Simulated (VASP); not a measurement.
A VASP 6.6.1 single-point calculation on InAs

INCAR

```
ISMEAR = -1
NELM = 120
IBRION = -1
ISIF = 2
AMIX = 0.2
NSW = 0
BMIX = 0.0001
LREAL = .FALSE.
SIGMA = 0.02
NBANDS = 16
EDIFF = 0.001
GGA = PE
LCHARG = .FALSE.
LASPH = .TRUE.
ENCUT = 520
PREC = Accurate
LWAVE = .FALSE.
```

KPOINTS

```
KPOINTS created by Atomic Simulation Environment
0
Gamma
8 8 8
0 0 0
```

POSCAR

```
In As
 1.0000000000000000
     0.0000000000000000    3.0851363778000001    3.0212965019000002
     3.0851363778000001    0.0000000000000000    3.0212965019000002
     3.0851363778000001    3.0851363778000001    0.0000000000000000
 In  As
   1   1
Cartesian
  0.0000000000000000  0.0000000000000000  0.0000000000000000
  1.5425681889000000  1.5425681889000000  1.5106482509500001
```

The recommended PBE PAW datasets give the neutral cell 18 valence electrons.

Command

```
mpirun -np 1 vasp_std
```

Task: Predict the outcome of this run.

Result: It converged. Results: gap between bands v and c on the k mesh 0.09 eV; least direct gap on the k mesh 0.09 eV; pressure 0.5 GPa. Band v is the last that the valence electrons fill when counted band by band, and c is the next.

OSZICAR

```
N       E                     dE             d eps       ncg     rms          rms(c)
DAV:   1     0.111762693633E+03    0.11176E+03   -0.83220E+03  1904   0.120E+03
DAV:   2    -0.476397234592E+00   -0.11224E+03   -0.10722E+03  2040   0.286E+02
DAV:   3    -0.777582873461E+01   -0.72994E+01   -0.72653E+01  2416   0.732E+01
DAV:   4    -0.796151716975E+01   -0.18569E+00   -0.18562E+00  2352   0.133E+01
DAV:   5    -0.797035568295E+01   -0.88385E-02   -0.88384E-02  2792   0.241E+00    0.425E+00
DAV:   6    -0.778496867182E+01    0.18539E+00   -0.14983E-01  2992   0.605E+00    0.322E+00
DAV:   7    -0.770743592259E+01    0.77533E-01   -0.29401E-01  2872   0.705E+00    0.144E+00
DAV:   8    -0.770590933392E+01    0.15266E-02   -0.42951E-02  2368   0.256E+00    0.250E-01
DAV:   9    -0.770620736204E+01   -0.29803E-03   -0.21697E-03  2184   0.353E-01
   1 F= -.77062074E+01 E0= -.77061738E+01  d E =-.670241E-04
```

Standard output (part)

```
POSCAR found type information on POSCAR InAs
 POSCAR found :  2 types and       2 ions
 LDA part: xc-table for (Slater+PW92), standard interpolation
 POSCAR, INCAR and KPOINTS ok, starting setup
 WAVECAR not read
 entering main loop
```

These settings aren't sound, so the numbers aren't properties of the crystal.

On sound settings PBE gives a gap of 0.09 eV on its mesh and a pressure of 1.6 GPa for the intended cell.
